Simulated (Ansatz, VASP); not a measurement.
**Two plane-wave programs on AlFe**

File INCAR:

```
SYSTEM = AlFe
  PREC = Accurate
  ENCUT = 520
  EDIFF = 1E-6
  ISMEAR = 0
  SIGMA = 0.05
  LREAL = .False.
  LASPH = .True.
  NELM = 80
  ALGO = Fast
  ISIF = 2
  LWAVE = .False.
  LCHARG = .False.
  GGA = PE
  NBANDS = 12
```

Contents of KPOINTS:

```
regular mesh
0
Gamma
  16 16 16
  0 0 0
```

POSCAR

```
AlFe
1.0
    2.8637826035      0.0000000000      0.0000000000
    0.0000000000      2.8637826035      0.0000000000
    0.0000000000      0.0000000000      2.8637826035
Al Fe
1 1
Direct
    0.0000000000      0.0000000000      0.0000000000
    0.5000000000      0.5000000000      0.5000000000
```

Input for Ansatz:

```yaml
crystal:
  lattice:
    - [2.8637826035, 0.0, 0.0]
    - [0.0, 2.8637826035, 0.0]
    - [0.0, 0.0, 2.8637826035]
  atoms:
    - { symbol: Al, position: [0.0, 0.0, 0.0] }
    - { symbol: Fe, position: [0.5, 0.5, 0.5] }
basis:
  ecutwfc: 420
  ecutrho_ratio: 4
kpoints:
  mp_grid: { grid: [16, 16, 16] }
hamiltonian:
  xc: pbe
scf:
  occupations: { method: gaussian, width: 0.05 }
output:
  forces: true
  stress: true
  eigenvalues: true
```

Alike in both runs: task single point; functional PBE; k mesh 16 × 16 × 16; occupations gaussian, width 0.05 eV; no spin polarisation.

|  | VASP | Ansatz |
| --- | --- | --- |
| version | VASP 6.6.1 | Ansatz 0.2.0 |
| potentials or method | VASP PAW PBE potentials, release 64 (Al, Fe) | scalar-relativistic, plane waves, PAW |
| plane-wave cutoff (eV) | 520 | 420 |
| valence electrons in the cell | 11 | 19 |

|  | VASP | Ansatz | Ansatz less VASP |
| --- | --- | --- | --- |
| gap on the k mesh at the Fermi level (eV) | none | none | - |
| pressure (GPa) | 0.9 | 1.0 | +0.12 |

A gap of «none» marks a metal or a gap that the smearing closes. The two sets of potentials don't hold the same shells in valence.

Spin polarisation is off, so any magnetic state and its effect on volume and gap are missing.
